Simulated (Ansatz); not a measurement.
The system is BN.

```
CELL_PARAMETERS angstrom
2.49824 0.00000 0.00000
-1.24912 2.16354 0.00000
0.00000 0.00000 6.63570
ATOMIC_POSITIONS crystal
N 0.66667 0.33333 0.25000
N 0.33333 0.66667 0.75000
B 0.66667 0.33333 0.75000
B 0.33333 0.66667 0.25000
```

Base run:

| Item | Value |
| --- | --- |
| Program | Ansatz 0.2.0 |
| Functional | exchange-only PBE |
| Potentials or basis | Ansatz PAW |
| Cutoff | 420 eV (not typed: the program's choice for these potentials) |
| k mesh | 12 × 12 × 4 |
| Occupations | fermi-dirac, width 0.05 eV |
| Spin | no spin polarisation |

Its results: band gap on the k mesh 4.36 eV, indirect (least direct gap 4.70 eV).

Q: The run is repeated on the same cell with these changes: functional from exchange-only PBE to r2SCAN; cutoff from 420 eV (not typed: the program's choice for these potentials) to 500 eV (not typed: the program's choice for these potentials); occupations from fermi-dirac, width 0.05 eV to fixed. What comes out?

A: Band gap on the k mesh 4.85 eV, indirect (least direct gap 5.29 eV).

A k mesh can miss the band edges.
